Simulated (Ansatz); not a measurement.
**⁴⁹Ti NMR of the central transition in BaTiO3 at a changed volume**

Cell: an entry of the Crystallography Open Database (COD), relaxed with PBE at fixed cell and then changed (volume scaled by 1.02, ions relaxed).

```xyz
5
Lattice="2.8464 1.6434 2.3331 -2.8464 1.6434 2.3331 0.0000 -3.2867 2.3331" Properties=species:S:1:pos:R:3 pbc="T T T"
Ba    0.0000    0.0000   -0.0231
Ti    0.0000    0.0000    3.3848
O     0.0000    1.6150    2.4287
O    -1.3987   -0.8075    2.4287
O     1.3987   -0.8075    2.4287
```

Atoms are numbered from 1 in the order listed; like atoms form one site, named after its first atom.

The numbers come from a DFT calculation in Ansatz (PBE, plane waves and PAW, scalar-relativistic, 420 eV cutoff, Γ-centred 8×8×8 k-points, Fermi–Dirac smearing 0.02 eV).

⁴⁹Ti has I = 7/2 and Q = 247.0 mb (Pyykkö 2018); at 16.4 T its Larmor frequency is ν₀ = 39.4 MHz. Only the quadrupole interaction is simulated: positions count from each site's isotropic chemical shift, and shift anisotropy, dipolar and J coupling are left out.

Simulated pattern of one Ti site (static powder, Gaussian broadening 2 kHz):

```
offset (kHz)  height
      -18.30       7
      -17.54      32
      -16.79      74
      -16.04     100
      -15.29      91
      -14.54      72
      -13.78      60
      -13.03      52
      -12.28      48
      -11.53      45
      -10.77      42
      -10.02      40
       -9.27      39
       -8.52      37
       -7.77      36
       -7.01      35
       -6.26      35
       -5.51      34
       -4.76      34
       -4.01      33
       -3.25      33
       -2.50      33
       -1.75      33
       -1.00      32
       -0.25      30
        0.51      28
        1.26      27
        2.01      27
        2.76      28
        3.51      30
        4.27      31
        5.02      34
        5.77      37
        6.52      42
        7.27      51
        8.03      64
        8.78      71
        9.53      53
       10.28      22
       11.03       5
```

**Question.** Which |C_Q| and η does the pattern imply?

**Answer.** The pattern spans 25.9 kHz before broadening and its centre of gravity is at -4.98 kHz, which fixes P_Q; the places of the horns and steps fix η. That gives P_Q = 8.77 MHz, |C_Q| = 8.77 MHz and η = 0.00. The sign of C_Q can't be read from the pattern.

An axis of threefold or higher order runs through Ti, so V_zz lies along it and η is zero.

The relaxation (5 steps) took 33 s of wall time (33 s of CPU time) and 0.51 GiB at its peak, on 1 thread of Intel Xeon Platinum 8488C (Sapphire Rapids) (x86_64; 16 cores open to the job, memory cap 3.0 GiB, no GPU), a shared host with a load of 0.4 a core.
